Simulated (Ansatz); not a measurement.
**Au under changes of volume**

One of the cells (16.855 Å³/atom); the others are scaled copies at fixed shape and fractional positions:

```xyz
1
Lattice="0.0000 2.0350 2.0350 2.0350 0.0000 2.0350 2.0350 2.0350 0.0000" Properties=species:S:1:pos:R:3 pbc="T T T"
Au    0.0000    0.0000    0.0000
```

| Item | Value |
| --- | --- |
| Program | Ansatz 0.2.0 |
| Functional | HF |
| Potentials or basis | Ansatz PAW |
| Cutoff | 420 eV (not typed: the program's choice for these potentials) |
| k mesh | 6 × 6 × 6 |
| Occupations | fermi-dirac, width 0.05 eV |
| Spin | no spin polarisation |

```csv
volume (Å³/atom),energy over the lowest point (meV/atom),pressure (GPa)
15.843,?,?
16.181,256.80,35.7
16.518,187.69,30.5
16.855,128.26,25.9
17.192,77.83,21.8
17.529,34.80,18.3
17.866,0.00,15.0
```

Task: What does the run at 15.843 Å³/atom give?

Result: Energy over the lowest point 338.74 meV/atom; pressure 41.5 GPa.

Worked out: A Birch-Murnaghan fit of order 3 (a polynomial in V^(-2/3)) to the other rows has no minimum within the range. It gives 336.36 meV/atom at 15.843 Å³/atom, against the run's 338.74, and -dE/dV = 40.3 GPa, against 41.5.

Energies are extrapolated to zero smearing.

Caveats: all runs use coarse meshes; the PAW data sets come from PBE, with cores solved anew for the run's functional, which leaves a small shift of forces and pressure; the thresholds are loose for stress.
